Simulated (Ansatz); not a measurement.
# BaTiO3 (P4mm) in Ansatz: settings compared

Aim: see how the results for BaTiO3 move with the level of theory and the settings. Levels: PBE, PBEsol. Tasks: band structure, projected density of states.

All numbers are computed with Ansatz 0.2.0; they aren't measurements. Logs are shortened: lines on timing, memory, paths and dates and some standing lists are left out, and cuts for length are marked.

## Step 1: The crystal as given

Symmetry: P4mm, No. 99, tetragonal system. The conventional cell has a = 4.000 Å, b = 4.000 Å, c = 4.018 Å, α = 90.00°, β = 90.00°, γ = 90.00°. Ba (site symmetry 4mm) is surrounded by 12 O at 2.79 to 2.88 Å. Around Ti (site symmetry 4mm) lie 6 O at 1.89 to 2.13 Å. O (site symmetry 2mm) has 2 Ti at 2.00 Å as nearest neighbours. Around O (site symmetry 4mm) lie 2 Ti at 1.89 to 2.13 Å.

## Step 2: Band structure, PBE (strain_shear_xy = 0)

Input file input.yaml:

```yaml
crystal:
  lattice:
    - [3.9998, 0.0, 0.0]
    - [0.0, 3.9998, 0.0]
    - [0.0, 0.0, 4.018]
  atoms:
    - { symbol: Ba, position: [0.0, 0.0, 0.0] }
    - { symbol: Ti, position: [0.5, 0.5, 0.49] }
    - { symbol: O, position: [0.0, 0.5, 0.517] }
    - { symbol: O, position: [0.5, 0.0, 0.517] }
    - { symbol: O, position: [0.5, 0.5, 0.019] }
kpoints:
  mp_grid: { grid: [7, 7, 7] }
  band_path:
    path:
      - [0.0, 0.0, 0.0]
      - [0.0, 0.5, 0.0]
      - [0.5, 0.5, 0.0]
      - [0.0, 0.0, 0.0]
      - [0.0, 0.0, 0.5]
      - [0.0, 0.5, 0.5]
      - [0.5, 0.5, 0.5]
      - [0.0, 0.0, 0.5]
    npoints: 12
scf:
  occupations: { method: fermi_dirac, width: 0.05 }
hamiltonian:
  xc: pbe
  pseudopotentials: { kind: all_electron, lapw: { basis_error: 0.002 } }
output:
  forces: true
  stress: true
  eigenvalues: true
```

Potentials or basis: all-electron LAPW, scalar-relativistic.

On the command line:

```
> ansatz run input.yaml --threads 4 --pin off --max-ram 12288MiB --backend cpu --events-out ev --progress --plain --runs-dir out
```

Output:

```text
Warning: RAYON_NUM_THREADS=4 ignored (pool sized by the plan → 4); use --threads N
LAPW: plane waves up to 10.243 Å⁻¹, error target 2.0e-3 eV per atom; small_component_spin mean_spin; O in spheres of 0.881 Å, 8 of its electrons in bands, Dirac shells []; Ti in spheres of 1.012 Å, 20 of its electrons in bands, Dirac shells []; Ba in spheres of 1.107 Å, 28 of its electrons in bands, Dirac shells [] (how accurate: hamiltonian.pseudopotentials.lapw.basis_error, Limitations)
Engine: ansatz 0.2.0, x86_64-unknown-linux-gnu
Pseudopotentials: kind: all_electron
Pseudopotential: Ba, LAPW, valence charge 28, lapw/all_electron/scalar/gaussian/Ba, Koelling and Harmon's equation, gaussian nucleus
Pseudopotential: Ti, LAPW, valence charge 20, lapw/all_electron/scalar/gaussian/Ti, Koelling and Harmon's equation, gaussian nucleus
Pseudopotential: O, LAPW, valence charge 8, lapw/all_electron/scalar/gaussian/O, Koelling and Harmon's equation, gaussian nucleus
Functional definition: PBE
  parameter kappa = 0.804
  parameter beta = 0.06672455060314922
  exchange = pbe_x(kappa = kappa, mu = beta*pi^2/3)
  correlation = pbe_c(beta = beta)
Crystal: 5 atoms, lattice volume = 64.282 Å³
Basis set: ecut = 399.77391718207576 eV, 1189 PW (Γ), exchange–correlation at level 2
Bands: 44, of which v1, the nominal top of the filled ones, is band 36 counted from 1 (35 counted from 0)
Symmetry: 8 space group operations
Space group: P4mm (ITA 99), of the structure as read, at distance tolerance 4.0e-5 Å
k-points: 40 of 343 (time reversal used)
Non-local potential: Ba, projectors of the file, none
Non-local potential: Ti, projectors of the file, none
Non-local potential: O, projectors of the file, none
Initial density: superposition of atomic densities (chi_scale 0.1, normalization cell, long waves kept (reshape's long-wave potential 0.00 eV rms))
Initial wavefunctions: plane waves of lowest kinetic energy (no species holds an atomic orbital)
Functional: x = pbe(κ = 0.804, μ = 0.2195149727645171), c = pbe(β = 0.06672455060314922)
iter 1 solved again at ethr=2.10e-2 eV; its pass at ethr=1.00e-1 eV (dr2=1.51e1 eV) is discarded
SCF iter   1: F=—  HF=-250765.166872 eV  |F-HF|=—  |Δ(HF+E_count)|=         —  Δρ=1.40e-1  dr2=1.51e1  ethr=2.10e-2  ⟨swp⟩=2.0  Hψ=11346  notcnv=0
preconditioner: auto → Resta (q_TF=auto, 2.780 Å⁻¹)  ε∞=3.3  [insulator: Δε(μ)=6.161 eV  Ē_g=18.848 eV  σ=0.050 eV  W_gap=1.00  n_scr=26 (ndim 8)  ℏωp=28.5 eV  f_vac=0.000  D(μ)=0.00/eV (n_scr^D=0)  ε∞_Penn≈3.3]
SCF iter   2: F=—  HF=-250761.090258 eV  |F-HF|=—  |Δ(HF+E_count)|=    4.08e0  Δρ=9.27e-2  dr2=7.67e0  ethr=2.09e-2  ⟨swp⟩=3.0  Hψ=5975  notcnv=0
SCF iter   3: F=—  HF=-250759.266141 eV  |F-HF|=—  |Δ(HF+E_count)|=    1.82e0  Δρ=4.94e-2  dr2=2.02e0  ethr=1.06e-2  ⟨swp⟩=3.0  Hψ=5391  notcnv=0
SCF iter   4: F=—  HF=-250758.839463 eV  |F-HF|=—  |Δ(HF+E_count)|=   4.27e-1  Δρ=2.11e-2  dr2=3.52e-1  ethr=2.80e-3  ⟨swp⟩=3.0  Hψ=5747  notcnv=0
SCF iter   5: F=—  HF=-250758.883219 eV  |F-HF|=—  |Δ(HF+E_count)|=         —  Δρ=1.53e-2  dr2=2.26e-1  ethr=4.88e-4  ⟨swp⟩=3.0  Hψ=5916  notcnv=0
the basis was enlarged: its passes take 37.5 KiB over the memory plan, 4 of 4 planned eigensolver slots
SCF iter   6: F=—  HF=-250758.822815 eV  |F-HF|=—  |Δ(HF+E_count)|=   6.04e-2  Δρ=5.25e-3  dr2=2.63e-2  ethr=3.15e-4  ⟨swp⟩=2.0  Hψ=5398  notcnv=0
SCF iter   7: F=—  HF=-250758.816004 eV  |F-HF|=—  |Δ(HF+E_count)|=   6.81e-3  Δρ=1.80e-3  dr2=3.17e-3  ethr=3.66e-5  ⟨swp⟩=2.0  Hψ=5458  notcnv=0
iter 8 solved again at ethr=1.07e-7 eV; its pass at ethr=4.40e-6 eV (dr2=7.71e-5 eV) is discarded
SCF iter   8: F=—  HF=-250758.815330 eV  |F-HF|=—  |Δ(HF+E_count)|=   6.75e-4  Δρ=2.80e-4  dr2=7.69e-5  ethr=1.07e-7  ⟨swp⟩=2.0  Hψ=8955  notcnv=0
SCF iter   9: F=—  HF=-250758.815372 eV  |F-HF|=—  |Δ(HF+E_count)|=   4.29e-5  Δρ=6.74e-5  dr2=3.87e-6  ethr=1.07e-7  ⟨swp⟩=3.0  Hψ=5663  notcnv=0
SCF iter  10: F=-250758.815376 eV  HF=-250758.815376 eV  |F-HF|=7.67e-8  |Δ(HF+E_count)|=   3.18e-6  Δρ=1.11e-5  dr2=7.71e-8  ethr=5.37e-9  ⟨swp⟩=3.0  Hψ=5752  notcnv=0
SCF 1 converged in 10 iterations: F = -250758.815376 eV  dr2 = 7.71e-8
NSCF: frozen V_eff on 85 k-points
SCF converged after 10 iterations
Free energy (F): -250758.815376 eV
Harris-Foulkes:  -250758.815376 eV  (|F-HF|=7.67e-8)
Internal energy: -250758.815376 eV  (E = F + TS)
E sigma→0 (E₀):  -250758.815376 eV
Fermi energy:    13.178345 eV
--- Per-component energies (eV) ---
  E_band       = -8687.574538
  E_kinetic    = 265479.784187
  E_xc         = -7243.172664
  E_electrostatic = -508995.426899  (all electrons and nuclei)
  E_smearing   = -0.000000  (= −TS)
  E_closure    = 0.000000  (closes the sum)
  E_atoms      = -250719.731630  (free atoms, spherical and without spin; not in F)
  Σ components = -250758.815376   (vs F -250758.815376, Δ=0.00e0)
  Basis errors (estimates in eV, not in F): energy 1.0e-3 per atom: plane waves 9.6e-4 (5.6e-4 summed), levels above the bands 7.8e-68, relativity 5.8e-8, radial functions 8.3e-5, core shells 1.5e-7; eigenvalues (radial functions only) 5.9e-6; not estimated: angular momenta, meshes, grids; target (lapw.basis_error) 2.0e-3; muffin-tin radii O 0.881 Å, Ti 1.012 Å, Ba 1.107 Å
--- Forces (eV/Å), atoms counted from 1 ---
  atom   1  Ba     0.00000000     0.00000000     0.04259522
  atom   2  Ti    -0.00000000     0.00000000    -0.14973141
  atom   3  O     -0.00000000    -0.00000000    -0.10211587
  atom   4  O     -0.00000000    -0.00000000    -0.10211587
  atom   5  O      0.00000000    -0.00000000     0.31145686
  max |Σ_I F_I| component: 8.89e-5 eV/Å
--- Stress (GPa, compression-positive) ---
        2.148342       0.000000       0.000000
        0.000000       2.148342       0.000000
        0.000000       0.000000       3.011754
  P = ⅓ Tr σ = 2.4361 GPa (24.361 kbar)
--- Band table (eV; the first three rows and the last of 40) ---
  k-point 0: bands = ["-519.0511", "-491.7659", "-491.6734", "-491.6734", "-426.2853", "-426.2853", "-426.2812", "-222.0092", "-159.1320", "-159.1320", "-159.1312", "-67.9214", "-67.9206", "-67.9197", "-67.9187", "-67.9187", "-44.2658", "-20.5194", "-20.4893", "-20.4893", "-12.4353", "-4.6215", "-3.9815", "-3.9236", "2.3739", "2.3739", "2.3758", "9.9452", "9.9576", "9.9576", "11.0059", "11.0059", "11.0950", "11.9812", "11.9958", "11.9958", "14.0794", "14.2907", "14.2907", "16.2727", "16.3691", "17.3511", "17.4169", "19.6328"]
  k-point 1: bands = ["-519.0511", "-491.7659", "-491.6734", "-491.6734", "-426.2853", "-426.2853", "-426.2812", "-222.0092", "-159.1320", "-159.1320", "-159.1312", "-67.9214", "-67.9206", "-67.9197", "-67.9187", "-67.9187", "-44.2656", "-20.5289", "-20.4889", "-20.4889", "-12.4136", "-4.6256", "-3.9738", "-3.9177", "2.4035", "2.4035", "2.4566", "9.6073", "9.9004", "9.9004", "10.8042", "10.8042", "10.9351", "11.5507", "11.9067", "11.9067", "14.1027", "14.6247", "14.6247", "16.2719", "16.8657", "17.7071", "17.7845", "20.1183"]
  k-point 2: bands = ["-519.0511", "-491.7659", "-491.6734", "-491.6734", "-426.2853", "-426.2853", "-426.2812", "-222.0092", "-159.1320", "-159.1320", "-159.1312", "-67.9214", "-67.9206", "-67.9197", "-67.9187", "-67.9187", "-44.2652", "-20.5504", "-20.4881", "-20.4881", "-12.3642", "-4.7037", "-3.9043", "-3.8748", "2.4721", "2.4721", "2.6357", "8.8741", "9.7211", "9.7211", "10.4943", "10.4943", "10.6149", "10.8456", "11.7274", "11.7274", "14.1562", "15.2853", "15.2853", "16.2720", "17.7013", "18.5258", "18.7200", "20.6645"]
  k-point 39: bands = ["-519.0511", "-491.7659", "-491.6734", "-491.6734", "-426.2853", "-426.2853", "-426.2812", "-222.0092", "-159.1320", "-159.1320", "-159.1312", "-67.9213", "-67.9205", "-67.9197", "-67.9187", "-67.9187", "-44.2630", "-20.5618", "-20.5340", "-20.5339", "-12.1814", "-3.8485", "-3.7508", "-3.7169", "1.7239", "1.7338", "1.8440", "7.9106", "8.5273", "8.5522", "9.6818", "9.8558", "9.8746", "12.0337", "12.0622", "12.1547", "16.3547", "16.3631", "16.3734", "19.0170", "19.2410", "19.3752", "19.8291", "20.0315"]
```

Wall time 14 s (4 threads of AMD EPYC 9R45 (Zen 5), shared host); peak memory 0.62 GiB.

Results:

```
Free energy             : -250758.8154 eV
Pressure                : 2.4 GPa
Largest force           : 0.311 eV/Å
Band gap on the k mesh  : 1.92 eV, indirect (least direct gap 2.08 eV)
Band gap along the path : 1.83 eV, indirect (least direct gap 2.08 eV)
```

Forces in eV/Å, atoms in the order of the input:
```
Ba   0.000  0.000  0.043
Ti   0.000  0.000 -0.150
O    0.000  0.000 -0.102
O    0.000  0.000 -0.102
O    0.000  0.000  0.311
```

Stress tensor (GPa, compression positive):
```
2.15 0.00 0.00
0.00 2.15 0.00
0.00 0.00 3.01
```

Levels at the corners of the path, in eV from the valence-band top:
```csv
point,band 34,band 35,band 36,band 37,band 38,band 39
Γ,-0.27,-0.25,-0.25,1.83,2.04,2.04
X,-1.70,-0.91,-0.80,2.15,3.53,3.56
M,-0.94,-0.94,-0.05,3.58,3.58,3.98
Γ,-0.27,-0.25,-0.25,1.83,2.04,2.04
Z,-1.89,-0.67,-0.67,1.96,3.59,3.59
R,-0.87,-0.85,-0.13,3.56,3.61,3.97
A,-0.08,-0.08,0.00,4.21,4.21,4.21
Z,-1.89,-0.67,-0.67,1.96,3.59,3.59
```

Caveat: spin-orbit coupling is left out, which moves the levels of the heavy elements; the mesh misses the band edges, which the band path finds closer together.

## Step 3: Band structure, PBE, 12.85 Å³/atom (strain_shear_xy = -0.04)

input.yaml, as its differences from that of step 2:

```diff
@@ -2,4 +2,4 @@
   lattice:
-    - [3.9998, 0.0, 0.0]
-    - [0.0, 3.9998, 0.0]
+    - [3.9998, -0.079996, 0.0]
+    - [-0.079996, 3.9998, 0.0]
     - [0.0, 0.0, 4.018]
@@ -16,9 +16,9 @@
       - [0.0, 0.0, 0.0]
+      - [0.4807766244, 0.4807766244, 0.0]
       - [0.0, 0.5, 0.0]
-      - [0.5, 0.5, 0.0]
+      - [0.0, 0.5, 0.5]
+      - [0.4807766244, 0.4807766244, 0.5]
+      - [0.0, 0.0, 0.5]
       - [0.0, 0.0, 0.0]
-      - [0.0, 0.0, 0.5]
-      - [0.0, 0.5, 0.5]
-      - [0.5, 0.5, 0.5]
-      - [0.0, 0.0, 0.5]
+      - [-0.5, 0.5, 0.0]
     npoints: 12
```

Potentials or basis: all-electron LAPW, scalar-relativistic.

On the command line:

```
> ansatz run input.yaml --threads 4 --pin off --max-ram 12288MiB --backend cpu --events-out ev --progress --plain --runs-dir out
```

Wall time 23 s (4 threads of AMD EPYC 9R45 (Zen 5), shared host); peak memory 0.76 GiB.

It converged, with:

* Free energy: -250758.7759 eV
* Pressure: 2.6 GPa
* Largest force: 0.312 eV/Å
* Band gap on the k mesh: 1.88 eV, indirect (least direct gap 1.93 eV)
* Band gap along the path: 1.80 eV, indirect (least direct gap 1.93 eV)

Caveat: spin-orbit coupling is left out, which moves the levels of the heavy elements.

## Step 4: Band structure, PBE, 12.86 Å³/atom (strain_shear_xy = -0.02)

input.yaml, as its differences from that of step 3:

```diff
@@ -2,4 +2,4 @@
   lattice:
-    - [3.9998, -0.079996, 0.0]
-    - [-0.079996, 3.9998, 0.0]
+    - [3.9998, -0.039998, 0.0]
+    - [-0.039998, 3.9998, 0.0]
     - [0.0, 0.0, 4.018]
@@ -16,6 +16,6 @@
       - [0.0, 0.0, 0.0]
-      - [0.4807766244, 0.4807766244, 0.0]
+      - [0.4901970395, 0.4901970395, 0.0]
       - [0.0, 0.5, 0.0]
       - [0.0, 0.5, 0.5]
-      - [0.4807766244, 0.4807766244, 0.5]
+      - [0.4901970395, 0.4901970395, 0.5]
       - [0.0, 0.0, 0.5]
```

On the command line:

```
> ansatz run input.yaml --threads 4 --pin off --max-ram 12288MiB --backend cpu --events-out ev --progress --plain --runs-dir out
```

It took 21 s on 4 threads of AMD EPYC 9R45 (Zen 5), shared host; peak memory 0.76 GiB.

The run converged. Its results:

```yaml
Free_energy: -250758.8055 eV
Pressure: 2.5 GPa
Largest_force: 0.312 eV/Å
Band_gap_on_the_k_mesh: 1.91 eV, indirect (least direct gap 2.01 eV)
Band_gap_along_the_path: 1.82 eV, indirect (least direct gap 2.01 eV)
```

Caveat: spin-orbit coupling is left out, which moves the levels of the heavy elements; the mesh misses the band edges, which the band path finds closer together.

## Step 5: Projected density of states, PBEsol

Input file input.yaml:

```yaml
crystal:
  lattice:
    - [3.9998, 0.0, 0.0]
    - [0.0, 3.9998, 0.0]
    - [0.0, 0.0, 4.018]
  atoms:
    - { symbol: Ba, position: [0.0, 0.0, 0.0] }
    - { symbol: Ti, position: [0.5, 0.5, 0.49] }
    - { symbol: O, position: [0.0, 0.5, 0.517] }
    - { symbol: O, position: [0.5, 0.0, 0.517] }
    - { symbol: O, position: [0.5, 0.5, 0.019] }
kpoints:
  mp_grid: { grid: [7, 7, 7] }
  band_path:
    path:
      - [0.0, 0.0, 0.0]
      - [0.0, 0.5, 0.0]
      - [0.5, 0.5, 0.0]
      - [0.0, 0.0, 0.0]
      - [0.0, 0.0, 0.5]
      - [0.0, 0.5, 0.5]
      - [0.5, 0.5, 0.5]
      - [0.0, 0.0, 0.5]
    npoints: 6
scf:
  occupations: { method: fermi_dirac, width: 0.05 }
hamiltonian:
  xc: pbesol
  pseudopotentials: { kind: all_electron, lapw: { basis_error: 0.002 } }
output:
  forces: true
  stress: true
  eigenvalues: true
  fatbands: false
  dos: { projected: true, de: 0.2, e_range: [-10, 6] }
  populations: true
```

Potentials or basis: all-electron LAPW, scalar-relativistic.

On the command line:

```
> ansatz run input.yaml --threads 4 --pin off --max-ram 12288MiB --backend cpu --events-out ev --progress --plain --runs-dir out
```

Output:

```text
Warning: RAYON_NUM_THREADS=4 ignored (pool sized by the plan → 4); use --threads N
Ba: projections on atomic orbitals take those of the free atom 1s2 2s2 2p6 3s2 3p6 3d10 4s2 4p6 4d10 5s2 5p6 6s2, of charge +0.00 (hamiltonian.pseudopotentials.projection_atoms)
Ti: projections on atomic orbitals take those of the free atom 1s2 2s2 2p6 3s2 3p6 3d2 4s2, of charge +0.00 (hamiltonian.pseudopotentials.projection_atoms)
O: projections on atomic orbitals take those of the free atom 1s2 2s2 2p4, of charge +0.00 (hamiltonian.pseudopotentials.projection_atoms)
LAPW: plane waves up to 10.247 Å⁻¹, error target 2.0e-3 eV per atom; small_component_spin mean_spin; O in spheres of 0.880 Å, 8 of its electrons in bands, Dirac shells []; Ti in spheres of 1.012 Å, 20 of its electrons in bands, Dirac shells []; Ba in spheres of 1.107 Å, 28 of its electrons in bands, Dirac shells [] (how accurate: hamiltonian.pseudopotentials.lapw.basis_error, Limitations)
Engine: ansatz 0.2.0, x86_64-unknown-linux-gnu
Pseudopotentials: kind: all_electron
Pseudopotential: Ba, LAPW, valence charge 28, lapw/all_electron/scalar/gaussian/Ba, Koelling and Harmon's equation, gaussian nucleus
Pseudopotential: Ti, LAPW, valence charge 20, lapw/all_electron/scalar/gaussian/Ti, Koelling and Harmon's equation, gaussian nucleus
[... 63 lines left out ...]
  k-point 1: bands = ["-518.4315", "-490.1540", "-490.0643", "-490.0643", "-426.0341", "-426.0341", "-426.0298", "-221.7743", "-158.9925", "-158.9925", "-158.9917", "-67.9274", "-67.9266", "-67.9257", "-67.9247", "-67.9247", "-44.1420", "-20.5196", "-20.4785", "-20.4785", "-12.5064", "-4.6951", "-4.0241", "-3.9697", "2.3080", "2.3080", "2.3631", "9.4407", "9.7325", "9.7325", "10.6367", "10.6367", "10.7658", "11.4004", "11.7608", "11.7608", "13.9161", "14.4518", "14.4518", "16.1630", "16.7532", "17.4394", "17.5128", "19.7910"]
  k-point 2: bands = ["-518.4315", "-490.1540", "-490.0643", "-490.0643", "-426.0341", "-426.0341", "-426.0298", "-221.7743", "-158.9925", "-158.9925", "-158.9917", "-67.9274", "-67.9266", "-67.9256", "-67.9247", "-67.9247", "-44.1416", "-20.5416", "-20.4777", "-20.4777", "-12.4557", "-4.7773", "-3.9556", "-3.9223", "2.3789", "2.3789", "2.5498", "8.7027", "9.5442", "9.5442", "10.3240", "10.3240", "10.4335", "10.6760", "11.5784", "11.5784", "13.9721", "15.1310", "15.1310", "16.1631", "17.5851", "18.2775", "18.4617", "20.4707"]
  k-point 39: bands = ["-518.4315", "-490.1540", "-490.0643", "-490.0643", "-426.0341", "-426.0341", "-426.0298", "-221.7743", "-158.9925", "-158.9925", "-158.9917", "-67.9273", "-67.9265", "-67.9257", "-67.9247", "-67.9247", "-44.1393", "-20.5532", "-20.5247", "-20.5247", "-12.2685", "-3.8961", "-3.7983", "-3.7645", "1.6034", "1.6132", "1.7276", "7.7061", "8.3632", "8.3870", "9.5163", "9.6966", "9.7143", "11.8874", "11.9161", "12.0093", "16.2229", "16.2316", "16.2413", "18.8090", "19.0238", "19.1493", "19.7224", "19.9124"]
--- Löwdin populations: 5 sites ---
  site symbol       q [e]
     0     Ba     54.2149
     1     Ti     20.7973
     2      O      8.8794
     3      O      8.8794
     4      O      8.8587
  spilling = 0.003631 (of n_electrons = 102.000000)
```

bands.tsv:

```text
# k_distance	band_0	band_1	band_2	band_3	band_4	band_5	band_6	band_7	band_8	band_9	band_10	band_11	band_12	band_13	band_14	band_15	band_16	band_17	band_18	band_19	band_20	band_21	band_22	band_23	band_24	band_25	band_26	band_27	band_28	band_29	band_30	band_31	band_32	band_33	band_34	band_35	band_36	band_37	band_38	band_39	band_40	band_41	band_42	band_43
[... 55 lines left out ...]
6.145182	-531.444040	-503.166480	-503.076824	-503.076824	-439.046607	-439.046607	-439.042315	-234.786808	-172.005054	-172.005054	-172.004220	-80.939926	-80.939050	-80.938157	-80.937177	-80.937177	-57.153741	-33.574185	-33.489379	-33.489379	-25.420468	-17.913771	-16.955144	-16.775648	-10.565640	-10.565640	-10.293102	-4.953378	-3.696866	-3.696866	-2.854854	-2.854854	-2.846783	-2.846530	-1.580994	-1.580994	1.012886	2.687403	2.687403	3.151472	5.163841	6.113797	6.641396	7.316000
```

Wall time 29 s (4 threads of Intel Xeon Platinum 8259CL at 2.50GHz (Skylake/Cascade Lake), shared host); peak memory 0.64 GiB.

Results:

| Item | Value |
| --- | --- |
| Free energy | -250626.7533 eV |
| Pressure | -3.8 GPa |
| Largest force | 0.359 eV/Å |
| Band gap on the k mesh | 1.88 eV, indirect (least direct gap 2.04 eV) |
| Band gap along the path | 1.79 eV, indirect (least direct gap 2.04 eV) |
| Loewdin charges | Ba +1.79; Ti +1.20; O -0.88, -0.86 e |

Forces in eV/Å, atoms in the order of the input:
```
Ba   0.000  0.000  0.023
Ti   0.000  0.000 -0.176
O    0.000  0.000 -0.103
O    0.000  0.000 -0.103
O    0.000  0.000  0.359
```

Levels at the corners of the path, in eV from the valence-band top:
```
point  band 34  band 35  band 36  band 37  band 38  band 39
    Γ    -0.26    -0.25    -0.25     1.79     2.00     2.00
    X    -1.73    -0.92    -0.81     2.12     3.53     3.57
    M    -0.94    -0.94    -0.05     3.59     3.59     3.99
    Γ    -0.26    -0.25    -0.25     1.79     2.00     2.00
    Z    -1.94    -0.67    -0.67     1.92     3.59     3.59
    R    -0.87    -0.86    -0.13     3.57     3.62     3.98
    A    -0.08    -0.08     0.00     4.22     4.22     4.22
    Z    -1.94    -0.67    -0.67     1.92     3.59     3.59
```

States per cell in windows of 1 eV (zero at the valence-band top; states under -8 eV left out):
```tsv
from (eV)	total	Ti2 3d	O3 2p	O4 2p	O5 2p	Ba1 5p	Ba1 6s
-8.0	0.00	0.00	0.00	0.00	0.00	0.00	0.00
-7.0	0.00	0.00	0.00	0.00	0.00	0.00	0.00
-6.0	0.00	0.00	0.00	0.00	0.00	0.00	0.00
-5.0	0.61	0.07	0.14	0.14	0.17	0.00	0.00
-4.0	3.65	0.77	0.87	0.87	0.88	0.03	0.06
-3.0	5.60	0.83	1.40	1.40	1.52	0.22	0.03
-2.0	3.03	0.23	0.85	0.85	0.91	0.05	0.02
-1.0	5.01	0.13	1.63	1.63	1.39	0.09	0.01
0.0	0.10	0.00	0.04	0.04	0.02	0.00	0.00
1.0	0.01	0.01	0.00	0.00	0.00	0.00	0.00
2.0	1.37	1.16	0.05	0.05	0.06	0.00	0.00
3.0	4.17	3.17	0.26	0.26	0.29	0.00	0.04
4.0	1.34	1.01	0.06	0.06	0.06	0.00	0.01
5.0	1.34	0.83	0.07	0.07	0.06	0.00	0.00
6.0	1.94	0.78	0.11	0.11	0.11	0.00	0.02
```

Caveat: spin-orbit coupling is left out, which moves the levels of the heavy elements; the mesh misses the band edges, which the band path finds closer together.
